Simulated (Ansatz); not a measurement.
# How much does Sb in Ta(100), 2x2 scatter?

Wanted: the reflection from a plane of defects, Sb in Ta(100), 2x2, and the resistivity it implies.

Calculated with Ansatz 0.2.0; Ansatz plane-wave DFT, PBE, PAW files; ballistic transport by layer matching (Landauer), zero bias; PAW set soft_1, in the first sound run; inputs show where later runs differ.

Report form: the programs' logs are mostly left out.

## (1) Starting point

The cell holds 72 atoms: 71 Ta and 1 Sb. Its edges and angles: a = 6.605 Å, b = 6.605 Å, c = 29.723 Å, α = 90.0°, β = 90.0°, γ = 90.0°. It derives from Ta. Regions: lead, 40 atoms (40 Ta); scattering region, 32 atoms (31 Ta and 1 Sb). The structure is stacked along c, and the current runs across the ab planes.

## (2) Transmission at ideal sites

The defect sits in one plane of the supercell, all atoms on ideal sites; the layers about the cell's end are the lead. The mesh across the current, 8×8, is finer than the density's, because channels open and close sharply across the zone. Energies from -0.1 to 0.1 eV in steps of 0.05 eV are too few for the program's thermal sum, so it prints no conductance; for a metal the transmission near the Fermi level serves, at a fraction of the cost.

File input.yaml:

```yaml
crystal:
  lattice:
    - [6.60512, 0.0, 0.0]
    - [0.0, 6.60512, 0.0]
    - [0.0, 0.0, 29.72304]
  atoms:
    - { symbol: Ta, position: [0.0, 0.0, 0.0277777778] }
    - { symbol: Ta, position: [0.0, 0.5, 0.0277777778] }
    - { symbol: Ta, position: [0.5, 0.0, 0.0277777778] }
    - { symbol: Ta, position: [0.5, 0.5, 0.0277777778] }
    - { symbol: Ta, position: [0.25, 0.25, 0.0833333333] }
    - { symbol: Ta, position: [0.25, 0.75, 0.0833333333] }
    - { symbol: Ta, position: [0.75, 0.25, 0.0833333333] }
    - { symbol: Ta, position: [0.75, 0.75, 0.0833333333] }
[... 60 atom lines left out ...]
    - { symbol: Ta, position: [0.25, 0.25, 0.9722222222] }
    - { symbol: Ta, position: [0.25, 0.75, 0.9722222222] }
    - { symbol: Ta, position: [0.75, 0.25, 0.9722222222] }
    - { symbol: Ta, position: [0.75, 0.75, 0.9722222222] }
kpoints:
  mp_grid: { grid: [4, 4, 1] }
hamiltonian:
  xc: pbe
  pseudopotentials: { kind: paw, azcp: { folder: soft_1 } }
scf:
  occupations: { method: fermi_dirac, width: 0.1 }
output:
  transmission: { leads: [[0, 4]], kmesh: [8, 8], e_range: [-0.1, 0.1], de: 0.05 }
  write_potential: true
  write_density: true
  volumetric_format: npy
  elf: true
```

Command:

```sh
$ ansatz run input.yaml --threads 4 --pin off --max-ram 15360MiB --backend cpu --events-out ev --progress --plain --runs-dir out
```

It took 13 min on 4 threads of Arm Neoverse V1, shared host; peak memory 10 GiB.

This step gave:

```
free energy                                    : -711745.2492 eV
energy at zero smearing                        : -711743.7626 eV
Fermi energy                                   : 18.55 eV
cell area                                      : 43.63 Å²
transmission per spin nearest the Fermi level  : 6.554
open channels per spin nearest the Fermi level : 10.48
step of the lead's potential                   : 4.1 meV
```

Per spin. Transmission, zone mean against energy, zero at the Fermi level:

```
energy (eV)  transmission, zone mean
    -0.1000                     6.96
    -0.0500                     6.68
     0.0000                     6.55
     0.0500                     6.15
     0.1000                     5.80
```

Per spin. Table of open channels, zone mean, lead by energy, zero at the Fermi level:

```
energy (eV)  open channels, zone mean, lead
    -0.1000                            10.8
    -0.0500                            10.3
     0.0000                            10.5
     0.0500                            9.86
     0.1000                            9.36
```

Transmission over k1 and k2. At 0.0000 eV from the Fermi level.

Ten even steps from '_' (3.12) to '@' (8.47):
```
..__==######==__
::==%%@@@@@@%%==
==##@@%%%%%%@@##
++##@@%%%%%%@@##
==##@@%%%%%%@@##
::==%%@@@@@@%%==
..__==######==__
__..::==++==::..
```
Columns: k1 (b1) from -0.5 to 0.375; rows upwards: k2 (b2) from -0.5 to 0.375.

Open channels over k1 and k2. At 0.0000 eV from the Fermi level.

Ten even steps from '_' (4.0) to '@' (14.0):
```
::__++%%%%%%++__
==++@@@@@@@@@@++
**%%@@######@@%%
**%%@@######@@%%
**%%@@######@@%%
==++@@@@@@@@@@++
::__++%%%%%%++__
__::==******==::
```
Columns: k1 (b1) from -0.5 to 0.375; rows upwards: k2 (b2) from -0.5 to 0.375.

Valence density in the ca plane at fractional y = 0.250, with atoms of Ta and Sb within 0.2 Å of it. It is the smooth field of the valence electrons, not physical close to the nuclei.

Ten steps, logarithmic in the rise over the least value, from '0' (0 e/Å³) to '9' (12 e/Å³), each cell a mean:
```
00000000000000000000000000000000000000000000
00001232100001232100001222110001233210001233
10013566410013566410003566420002566520002566
10015777620015777620014777630014777630003677
20025777620015777630014777630014777740004777
10014677520014677520013677520013677630003677
00002454210002454210002344310001354310001345
00000111000000111000000000000000111100000111
00000000000000000000000000000000000000000000
00000000000000000000000000000000000000000000
00001232100001232100001222210001233210001233
10013566410013566410012566420002566520002566
10015777620014777620014799621004777630003677
20025777620015777630014899731004777740014777
10014677520014677520013688520003677630003677
00002454210002454310001344210001354310001345
00000111000000111100000111100000111100000111
00000000000000000000000000000000000000000000
```
Columns run along c (16.0 Å, from fractional 0.23 to 0.77 of the cell), rows up along a (6.6 Å). Atoms in or near the plane, at fractional coordinates: Ta at (0.31, 0.25), Ta at (0.31, 0.75), Ta at (0.42, 0.25), Ta at (0.42, 0.75), Sb at (0.53, 0.25), Ta at (0.53, 0.75), Ta at (0.64, 0.25), Ta at (0.64, 0.75), Ta at (0.75, 0.25), Ta at (0.75, 0.75).

Electrostatic potential energy in the ca plane at fractional y = 0.250, with atoms of Ta and Sb within 0.2 Å of it. With pseudopotentials it is smooth inside the atoms' cores, unlike the true potential.

Values in eV, 10 rows by 16 columns, each cell a mean:
```
 20  18  13  19  19  14  17  20  15  14  20  18  14  19  19  14
 18   5 -23  12  15 -21   0  19 -10 -13  18   3 -22  13  13 -22
 16  -4 -41   6  11 -38 -11  17 -25 -28  17  -8 -39   9   8 -40
 19  10 -10  15  17  -8   7  19  -1  -3  19   9  -9  16  16  -9
 20  19  18  20  20  18  19  20  18  17  19  19  18  20  20  18
 20  18  13  19  19  14  17  19  15  14  19  18  14  19  19  14
 18   5 -23  12  15 -21   0  18  -9 -11  17   2 -22  13  13 -22
 16  -4 -41   6  11 -38 -11  16 -17 -18  16  -8 -39   9   8 -40
 19  10 -10  15  17  -8   7  18  -2  -3  18   8  -9  16  16  -9
 20  19  18  20  20  18  19  19  18  17  19  19  18  20  20  18
```
Columns run along c (16.0 Å, from fractional 0.23 to 0.77 of the cell; values clipped at the 3rd and 97th percentile), rows up along a (6.6 Å). Atoms in or near the plane, at fractional coordinates: Ta at (0.31, 0.25), Ta at (0.31, 0.75), Ta at (0.42, 0.25), Ta at (0.42, 0.75), Sb at (0.53, 0.25), Ta at (0.53, 0.75), Ta at (0.64, 0.25), Ta at (0.64, 0.75), Ta at (0.75, 0.25), Ta at (0.75, 0.75).

ELF in the ca plane at fractional y = 0.250, with atoms of Ta and Sb within 0.2 Å of it. It is the smooth field of the valence electrons, not physical close to the nuclei.

Values, 10 rows by 16 columns, each cell a mean:
```
0.47 0.41 0.26 0.44 0.46 0.27 0.39 0.50 0.27 0.25 0.49 0.40 0.26 0.45 0.45 0.26
0.38 0.37 0.61 0.35 0.35 0.59 0.40 0.41 0.49 0.51 0.40 0.38 0.60 0.35 0.35 0.60
0.29 0.42 0.48 0.35 0.32 0.49 0.46 0.29 0.50 0.50 0.28 0.44 0.48 0.33 0.33 0.48
0.43 0.34 0.49 0.36 0.38 0.48 0.35 0.47 0.39 0.41 0.46 0.35 0.49 0.37 0.37 0.49
0.45 0.46 0.32 0.47 0.47 0.33 0.46 0.46 0.31 0.30 0.46 0.47 0.33 0.47 0.46 0.33
0.47 0.41 0.26 0.44 0.45 0.26 0.41 0.41 0.45 0.45 0.40 0.42 0.26 0.44 0.44 0.26
0.38 0.37 0.61 0.35 0.35 0.59 0.39 0.41 0.28 0.27 0.42 0.37 0.60 0.35 0.35 0.60
0.29 0.42 0.48 0.35 0.32 0.48 0.45 0.36 0.17 0.15 0.38 0.42 0.48 0.33 0.34 0.48
0.43 0.34 0.49 0.36 0.38 0.47 0.35 0.43 0.35 0.34 0.43 0.34 0.48 0.37 0.37 0.49
0.45 0.46 0.32 0.46 0.46 0.33 0.47 0.40 0.44 0.44 0.39 0.48 0.32 0.46 0.46 0.33
```
Columns run along c (16.0 Å, from fractional 0.23 to 0.77 of the cell), rows up along a (6.6 Å). Atoms in or near the plane, at fractional coordinates: Ta at (0.31, 0.25), Ta at (0.31, 0.75), Ta at (0.42, 0.25), Ta at (0.42, 0.75), Sb at (0.53, 0.25), Ta at (0.53, 0.75), Ta at (0.64, 0.25), Ta at (0.64, 0.75), Ta at (0.75, 0.25), Ta at (0.75, 0.75).

Over the solved energies the transmission per spin lies between 5.80 and 6.96, out of 10.2 channels of the lead on average (up to 10.8).

## (3) Resistance at ideal sites

This step: Ansatz plane-wave DFT, PBE, PAW files; ballistic transport by layer matching (Landauer), zero bias; area resistance of the defect plane and resistivity an atomic per cent; PAW set soft_1 (Ansatz 0.2.0).

Numbers from this step:

| Item | Value |
| --- | --- |
| area resistance | 0.3204 fΩ m² |
| T over the leads' mean channel count | 0.6325 |
| resistivity per at.% scaled from this dense plane, with the factor 3/4 for isotropic scattering | 5.820 µΩ cm |

Averaged over the energies near the Fermi level, 63.2 % of the channels pass, which makes 0.320 fΩ m².

By hand, with T and the leads' channels N averaged over the energies near the Fermi level: RA = A (h/2e²)(1/T − 1/N) = 43.63×10⁻²⁰ m² × 12 906 Ω × (1/6.460 − 1/10.21) = 0.320 fΩ m². Per atomic per cent: RA × A / V_atom × 0.01 × 3/4 = 5.82 µΩ cm, with the host's V_atom = 18.01 Å³.

## (4) Relaxing the neighbours

The neighbours of the defect are let go while the lead's layers stay on their sites, since a lead must repeat to 0.01 Å.

This step: Ansatz plane-wave DFT, PBE, PAW files; relaxation with the lead's layers held; PAW set soft_1 (Ansatz 0.2.0).

input.yaml: that of step 2 with these lines changed.

```diff
@@ -85,7 +85,6 @@
   occupations: { method: fermi_dirac, width: 0.1 }
-output:
-  transmission: { leads: [[0, 4]], kmesh: [8, 8], e_range: [-0.1, 0.1], de: 0.05 }
-  write_potential: true
-  write_density: true
-  volumetric_format: npy
-  elf: true
+relax:
+  f_tol: 0.03
+  max_steps: 40
+  constraints:
+    - { sites: [0, 1, 2, 3, 4, 5, 6, 7, 8, 9, 10, 11, 12, 13, 14, 15, 16, 17, 18, 19, 52, 53, 54, 55, 56, 57, 58, 59, 60, 61, 62, 63, 64, 65, 66, 67, 68, 69, 70, 71] }
```

Elapsed: 13 min, on 4 threads; peak memory 9.1 GiB.

Relaxation path:

```
step  energy less that of the first step (eV)  largest force component (eV/Å)
   1                                   0.0000                          0.4312
   2                                   0.8247                          1.0542
   3                                  -0.1670                          0.0612
   4                                  -0.1699                          0.0117
```

Relaxation step 2 was tried and not accepted.

The atoms that moved most (Å):

```
atom      dx      dy      dz  length
Ta32   0.000   0.000  -0.062   0.062
Ta33  -0.034  -0.034  -0.033   0.058
Ta34  -0.034   0.034  -0.033   0.058
Ta35   0.034  -0.034  -0.033   0.058
Ta36   0.034   0.034  -0.033   0.058
Ta48   0.000   0.000   0.055   0.055
Ta41  -0.034  -0.034   0.026   0.054
Ta43   0.034  -0.034   0.026   0.054
```

This step gave:

| Property | Result |
| --- | --- |
| free energy | -711745.4189 eV |
| energy at zero smearing | -711743.9288 eV |
| Fermi energy | 18.56 eV |

The largest force component on a free atom ends at 0.012 eV/Å, under the tolerance of 0.03, after 4 steps.

## (5) Transmission after relaxation, relaxed yes

The transmission is solved again on the relaxed atoms.

This step: Ansatz plane-wave DFT, PBE, PAW files; ballistic transport by layer matching (Landauer), zero bias; PAW set soft_1 (Ansatz 0.2.0).

File input.yaml:

```yaml
crystal:
  lattice:
    - [6.60512, 0.0, 0.0]
    - [0.0, 6.60512, 0.0]
    - [0.0, 0.0, 29.72304]
  atoms:
    - { symbol: Ta, position: [0.0, 0.0, 0.0277777778] }
    - { symbol: Ta, position: [0.0, 0.5, 0.0277777778] }
    - { symbol: Ta, position: [0.5, 0.0, 0.0277777778] }
    - { symbol: Ta, position: [0.5, 0.5, 0.0277777778] }
    - { symbol: Ta, position: [0.25, 0.25, 0.0833333333] }
    - { symbol: Ta, position: [0.25, 0.75, 0.0833333333] }
    - { symbol: Ta, position: [0.75, 0.25, 0.0833333333] }
    - { symbol: Ta, position: [0.75, 0.75, 0.0833333333] }
[... 60 atom lines left out ...]
    - { symbol: Ta, position: [0.25, 0.25, 0.9722222222] }
    - { symbol: Ta, position: [0.25, 0.75, 0.9722222222] }
    - { symbol: Ta, position: [0.75, 0.25, 0.9722222222] }
    - { symbol: Ta, position: [0.75, 0.75, 0.9722222222] }
kpoints:
  mp_grid: { grid: [4, 4, 1] }
hamiltonian:
  xc: pbe
  pseudopotentials: { kind: paw, azcp: { folder: soft_1 } }
scf:
  occupations: { method: fermi_dirac, width: 0.1 }
output:
  transmission: { leads: [[0, 4]], kmesh: [8, 8], e_range: [-0.05, 0.05], de: 0.05 }
  write_potential: true
  write_density: true
  volumetric_format: npy
```

Wall time 13 min (4 threads); peak memory 9.2 GiB.

This step gave:

```
free energy                                   : -711745.4191 eV
energy at zero smearing                       : -711743.9291 eV
transmission per spin nearest the Fermi level : 6.249
step of the lead's potential                  : 5.1 meV
```

Per spin. The transmission, zone mean by energy, zero at the Fermi level:

```
energy (eV)  transmission, zone mean
    -0.0500                     6.34
     0.0000                     6.25
     0.0500                     5.89
```

Transmission over k1 and k2. At 0.0000 eV from the Fermi level.

Ten even steps from '0' (2.31) to '9' (8.60):
```
10477740
14899984
57988897
57988897
57988897
14899984
10477740
01155511
```
Columns: k1 (b1) from -0.5 to 0.375; rows upwards: k2 (b2) from -0.5 to 0.375.

Over the solved energies the transmission per spin lies between 5.89 and 6.34, out of 10.2 channels of the lead on average (up to 10.5).

## (6) Resistance after relaxation

This step: Ansatz plane-wave DFT, PBE, PAW files; ballistic transport by layer matching (Landauer), zero bias; area resistance of the defect plane and resistivity an atomic per cent; PAW set soft_1 (Ansatz 0.2.0).

This step gave:

* area resistance: 0.3630 fΩ m²
* T over the leads' mean channel count: 0.6030
* resistivity per at.% scaled from this dense plane, with the factor 3/4 for isotropic scattering: 6.595 µΩ cm

Averaged over the energies near the Fermi level, 60.3 % of the channels pass, which makes 0.363 fΩ m², against 0.320 on ideal sites.

## (7) Summary of results

```yaml
share_of_channels_that_pass_rigid: 0.632
area_resistance_rigid: 0.320 fΩ m²
resistivity_per_at_from_the_area_resistance_times_3_over_4_rigid: 5.82 µΩ cm
share_of_channels_that_pass_relaxed: 0.603
area_resistance_relaxed: 0.363 fΩ m²
resistivity_per_at_from_the_area_resistance_times_3_over_4_relaxed: 6.60 µΩ cm
```

What this shows: The plane of defects adds 0.36 fΩ m². Scaled to one atomic per cent that is 8.8 µΩ cm as it stands and 6.6 with the factor 3/4 for isotropic scattering on a spherical Fermi surface; with the reflection in place of the resistance taken as linear in the density it would be 4.0. These are rough estimates of the dilute value, not bounds. One Sb in each 2x2 cell reflects 40 % of the lead's channels. The relaxed cell differs by 13 % in resistance; between the two runs the lead's own channel count goes from 10.2 to 10.2, so the change comes from the moved atoms. The defects form a dense periodic sheet that scatters coherently, unlike a dilute random alloy. T and N are means over the solved energies nearest the Fermi level. Spin-orbit coupling is left out, which matters for Ta.

[Logs are printed without paths, hosts, clocks, repeated set-up lines and the standing remarks that a program may print on its own settings, such as how far it seeks lower states.]

[Hosts, paths, dates, database ids (printed as entryN), source tags and the programs' standing remarks are cut or masked in the printed files.]
